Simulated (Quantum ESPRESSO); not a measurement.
Crystal: ZnCu.

```xyz
2
Lattice="2.9450 0.0000 0.0000 0.0000 2.9450 0.0000 0.0000 0.0000 2.9450" Properties=species:S:1:pos:R:3 pbc="T T T"
Zn    1.4725    1.4725    1.4725
Cu    0.0000    0.0000    0.0000
```

| Item | Value |
| --- | --- |
| Program | Quantum ESPRESSO 7.5 |
| Task | single point |
| Functional | PBE |
| Potentials or basis | SSSP 1.3 efficiency PBE |
| Cutoff | 748 eV |
| Density cutoff | 5987 eV |
| k mesh | 9 × 9 × 9 |
| Occupations | fermi-dirac, width 0.05 eV |
| Spin | no spin polarisation |

On this cell: pressure 2.3 GPa; largest force zero by symmetry; band gap on the k mesh none (metal or under the smearing width).

The same run follows on a disturbed copy (atoms moved at random, drawn with an rms of 0.05 Å):

```xyz
2
Lattice="2.9450 0.0000 0.0000 0.0000 2.9450 0.0000 0.0000 0.0000 2.9450" Properties=species:S:1:pos:R:3 pbc="T T T"
Zn    1.5052    1.4850    1.4586
Cu   -0.0672   -0.0266    0.0105
```

Task: What changes?

Result: The energy (extrapolated to zero smearing) moves by +14.9 meV/atom; pressure 3.0 GPa; largest force 0.545 eV/Å; band gap on the k mesh none (metal or under the smearing width).

Forces on the atoms (eV/Å):
```
Zn  -0.492 -0.200  0.125
Cu   0.492  0.200 -0.125
```

Stress tensor (GPa, compression positive):
```
 2.60  0.44 -0.28
 0.44  3.10 -0.11
-0.28 -0.11  3.16
```
